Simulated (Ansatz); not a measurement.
AlNi3:

```
CELL_PARAMETERS angstrom
3.52305 0.00000 0.00000
0.00000 3.52305 0.00000
0.00000 0.00000 3.52305
ATOMIC_POSITIONS crystal
Ni 0.50000 0.50000 0.00000
Ni 0.50000 0.00000 0.50000
Ni 0.00000 0.50000 0.50000
Al 0.00000 0.00000 0.00000
```

The cell is a database's computed one.

Below is the output of Ansatz 0.2.0 for this cell. Logs are shortened: lines on timing, memory, paths and dates and some standing lists are left out, and cuts for length are marked.

```text
Warning: output.stress: scf.convergence.dr2_threshold = 1e-7 eV (the SCF's general default) is looser than the 4e-10 eV advised for a printed stress (1e-10 eV for each atom of the cell: 4). What an SCF threshold leaves in a stress goes as its square root, and in the free energy as the threshold itself, and one threshold admits the most on a small cell: of the crystals measured, under no hybrid functional and no lock of the moments, on runs that ended without the residual-converged pass, on stresses that held no estimate of that error, the worst erred by over 100 MPa in a component at 1e-7 eV an atom and by under 5 at 1e-10. Set scf.convergence.dr2_threshold to 4e-10 eV or tighter. The threshold is an SCF's pass mark: one that does not reach it within its budget of iterations ends unconverged, or closes short of it on a stop that the run arms, and scf.convergence.dr2_threshold's page says what that costs each kind of run
Warning: output.stress: scf.exx.energy_threshold = 1e-6 eV is looser than the 4e-8 eV advised for a stress under a hybrid functional (1e-8 eV for each atom of the cell: 4). Every SCF of the exchange loop can meet its threshold on dr2 while the loop round them stops early: no threshold on dr2 bounds what that leaves in the stress. Set scf.exx.energy_threshold to 4e-8 eV or tighter. The threshold is the loop's pass mark: a loop that does not reach it within its budget of cycles ends unconverged, and scf.exx.energy_threshold's page has the law
Warning: RAYON_NUM_THREADS=2 ignored (pool sized by the plan → 2); use --threads N
Engine: ansatz 0.2.0, x86_64-unknown-linux-gnu
Pseudopotentials: kind: paw
Pseudopotential: Ni, paw, valence charge 18, recommended cutoff 500 eV (meta_gga), Ni.paw.azcp
Pseudopotential: Al, paw, valence charge 3, recommended cutoff 500 eV (meta_gga), Al.paw.azcp
Functional definition: r2SCAN0
  parameter a = 0.25
  parameter k0 = 0.174
  parameter k1 = 0.065
  parameter a1 = 4.9479
  exchange = (1 - a)*r2scan_x(k0 = k0, k1 = k1, a1 = a1) + a*exact_x
  correlation = r2scan_c
Crystal: 4 atoms, lattice volume = 43.728 Å³
Basis set: ecut = 500 eV, 1141 PW (Γ), exchange–correlation on 108×108×108 points (64 copies of the dense FFT grid, shifted against one another)
Bands: 36, of which v1, the nominal top of the filled ones, is band 29 counted from 1 (28 counted from 0)
Symmetry: 48 space group operations
[... 184 lines left out ...]
  E_vxc        = -298.499290  (∫ρ·V_xc dr)
  E_exx        = -315.432947  (= α·E_x^exact, valence–valence)
  E_paw        = -5158.739950  (= ΣΔE_a)
  E_vpaw       = -1350.722077  (= ΣTr[D̂ρ^β])
  E_aug_tail   = 0.000688  (compensation charges beyond the density's cutoff)
  E_vtau       = 20.414735  (kinetic-family band-sum trace: ∫τ·v_τ [+ j·A + Jᵃ·Aᵃ] dr)
  E_ewald      = -8388.179542
  E_core_change = -1.366086  (= ΣΔE_core)
  E_smearing   = -0.000081  (= −TS)
  E_closure    = 0.000002  (closes the sum)
  Σ components = -18068.810072   (vs F -18068.810072, Δ=0.00e0)
--- Forces (eV/Å), atoms counted from 1 ---
  atom   1  Ni     0.00000000    -0.00000000     0.00000000
  atom   2  Ni     0.00000000     0.00000000     0.00000000
  atom   3  Ni     0.00000000    -0.00000000     0.00000000
  atom   4  Al     0.00000000    -0.00000000     0.00000000
  max |Σ_I F_I| component: 1.03e-28 eV/Å
--- Stress (GPa, compression-positive) ---
       -0.302017       0.000000       0.000000
        0.000000      -0.302017       0.000000
        0.000000       0.000000      -0.302017
  P = ⅓ Tr σ = -0.3020 GPa (-3.020 kbar)
--- Band table (eV; the first three rows and the last of 20) ---
  k-point 0 ↑: bands = ["-96.5923", "-96.5551", "-96.5551", "-54.6741", "-54.6741", "-54.6741", "-54.2074", "-54.2074", "-54.2074", "-54.2024", "-54.2024", "-54.2024", "4.0865", "9.2130", "10.0257", "10.0257", "10.0257", "10.1053", "10.1053", "12.4805", "12.4805", "12.4805", "13.0966", "13.0966", "13.4971", "13.4971", "13.4971", "13.7231", "17.7893", "17.7893", "17.7893", "23.9711", "23.9711", "24.9292", "30.6357", "30.6357"]
  k-point 1 ↑: bands = ["-96.5874", "-96.5598", "-96.5550", "-54.6701", "-54.6701", "-54.6667", "-54.2151", "-54.2094", "-54.2094", "-54.2041", "-54.2041", "-54.2034", "4.9771", "9.4564", "9.8491", "10.1585", "10.2513", "10.2513", "10.5888", "12.0960", "12.0960", "12.3333", "12.7568", "12.8035", "12.8035", "13.0915", "13.4486", "13.4815", "14.3152", "19.5699", "19.5699", "23.8642", "24.8859", "27.2923", "27.2923", "27.8814"]
  k-point 2 ↑: bands = ["-96.5798", "-96.5673", "-96.5549", "-54.6659", "-54.6659", "-54.6590", "-54.2231", "-54.2123", "-54.2123", "-54.2049", "-54.2049", "-54.2043", "7.0078", "7.8349", "10.1393", "10.3118", "10.6888", "10.6888", "11.2853", "11.3890", "11.3890", "12.1632", "12.2838", "12.4647", "12.4647", "12.6161", "12.8291", "13.2205", "13.4674", "22.9790", "22.9790", "23.1171", "23.1171", "23.7263", "25.9752", "26.2908"]
  k-point 9 ↓: bands = ["-95.1638", "-95.1638", "-95.1638", "-53.0287", "-53.0287", "-53.0287", "-52.9186", "-52.8629", "-52.8629", "-52.8629", "-52.6634", "-52.6634", "8.2811", "11.1053", "11.1053", "11.1053", "12.7037", "12.7037", "12.7037", "12.8528", "12.8528", "12.8528", "12.9739", "12.9739", "12.9739", "13.5579", "13.5579", "14.8335", "17.6411", "17.6411", "17.6411", "20.6899", "22.3894", "22.3894", "22.3894", "36.6175"]
```

Task: Write the input and the command behind it.

Result: Single point with r2SCAN0, collinear spin, ferromagnetic start. The files as run (others can give the same):

input.yaml
```yaml
crystal:
  lattice:
    - [3.5230547267, 0.0, 0.0]
    - [0.0, 3.5230547267, 0.0]
    - [0.0, 0.0, 3.5230547267]
  atoms:
    - { symbol: Ni, position: [0.5, 0.5, 0.0], spin: 1.0 }
    - { symbol: Ni, position: [0.5, 0.0, 0.5], spin: 1.0 }
    - { symbol: Ni, position: [0.0, 0.5, 0.5], spin: 1.0 }
    - { symbol: Al, position: [0.0, 0.0, 0.0] }
hamiltonian:
  xc: r2scan0
  pseudopotentials: { kind: paw }
magnetization:
  spin_polarized: true
kpoints:
  mp_grid: { grid: [4, 4, 4] }
scf:
  occupations: { method: fermi_dirac, width: 0.05 }
output:
  forces: true
  stress: true
  eigenvalues: true
```

Potentials or basis: Ansatz PAW.
Run with:
```console
$ ansatz run input.yaml --threads 2 --pin off --max-ram 5632MiB --backend cpu --events-out ev --progress --plain --runs-dir out
```

Caveat: the k mesh is coarse (spacing up to 0.45 Å⁻¹), so the values aren't converged, least of all with exact exchange; the magnetic or orbital state may not be the lowest; the pressure holds a Pulay correction of +0.4 GPa for the finite cutoff; the PAW data sets come from PBE, with cores solved anew for the run's functional, which leaves a small shift of forces and pressure; the thresholds are loose for stress.
